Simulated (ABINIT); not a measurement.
Crystal: BeS.

```xyz
2
Lattice="0.0000 2.4250 2.4250 2.4250 0.0000 2.4250 2.4250 2.4250 0.0000" Properties=species:S:1:pos:R:3 pbc="T T T"
S     3.6375    3.6375    3.6375
Be    0.0000    0.0000    0.0000
```

Base run:

```yaml
Program: ABINIT 10.8.3 (patched build)
Functional: r2SCAN
Potentials_or_basis: JTH PAW PBE v2.0
Cutoff: 653 eV
k_mesh: 9 × 9 × 9
Occupations: fermi-dirac, width 0.05 eV
Spin: no spin polarisation
```

Its results: band gap on the k mesh 3.67 eV, indirect (least direct gap 6.25 eV); pressure 1.1 GPa.

After a change of settings the same cell gave: band gap on the k mesh 3.28 eV, indirect (least direct gap 5.70 eV); pressure 3.1 GPa. Which change was it?
A. functional from r2SCAN to AM05
B. functional from r2SCAN to SCAN
C. functional from r2SCAN to revPBE
D. functional from r2SCAN to PW91

C.

r2SCAN gives the wider gap, since meta-GGAs in the generalised Kohn-Sham scheme recover part of the derivative discontinuity.

Caveats: the PAW data sets were made with another functional, which shifts forces and pressure a little; an odd mesh through Γ misses points on the zone boundary, where band edges often lie.

Runs at the PBE level aren't shown here.
